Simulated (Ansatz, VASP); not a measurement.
# Mg: VASP beside Ansatz

File INCAR:

```
PREC = Accurate
ENCUT = 520
EDIFF = 1E-6
ISMEAR = -1
SIGMA = 0.1
LREAL = F
LASPH = T
NELM = 60
ALGO = Normal
ISIF = 2
LWAVE = F
LCHARG = T
GGA = PE
LELF = T
LVHAR = T
NBANDS = 10
```

KPOINTS

```
Automatic mesh
0
Gamma
  8 8 11
```

POSCAR

```
Mg
1.0
    5.2384428808      0.0000000000      0.0000000000
   -2.6192214404      4.5366246111      0.0000000000
    0.0000000000      0.0000000000      3.1763177462
Mg
3
Direct
    0.0000000000      0.0000000000      0.0000000000
    0.3333333333      0.6666666667      0.5000000000
    0.6666666667      0.3333333333      0.5000000000
```

Input for Ansatz:

```yaml
crystal:
  lattice:
    - [5.2384428808, 0.0, 0.0]
    - [-2.6192214404, 4.5366246111, 0.0]
    - [0.0, 0.0, 3.1763177462]
  atoms:
    - { symbol: Mg, position: [0.0, 0.0, 0.0] }
    - { symbol: Mg, position: [0.3333333333, 0.6666666667, 0.5] }
    - { symbol: Mg, position: [0.6666666667, 0.3333333333, 0.5] }
hamiltonian:
  xc: pbe
  pseudopotentials:
    kind: paw
    azcp:
      Mg: "pseudopotentials/Mg.paw.azcp"
basis:
  ecutwfc: 420
  fft_grid_basis: typed
kpoints:
  mp_grid: { grid: [8, 8, 11], shift: [0, 0, 0] }
magnetization:
  spin_polarized: false
scf:
  occupations: { method: fermi_dirac, width: 0.1 }
  lower_state_search: "off"
output:
  stress: true
```

Alike in both runs: task single point; functional PBE; k mesh 8 × 8 × 11; occupations fermi-dirac, width 0.1 eV; no spin polarisation.

|  | VASP | Ansatz |
| --- | --- | --- |
| version | VASP 6.6.1 | Ansatz 0.2.0 |
| potentials or method | VASP PAW PBE potentials, release 64 (Mg) | plane waves (420 eV) with PAW, scalar-relativistic |
| plane-wave cutoff (eV) | 520 | 420 |
| valence electrons in the cell | 6 | 30 |

```csv
,VASP,Ansatz,Ansatz less VASP
pressure (GPa),-2.4,-2.3,+0.11
largest component of the traceless stress (GPa),0.28,0.28,0.000
```

The two sets of potentials don't hold the same shells in valence.
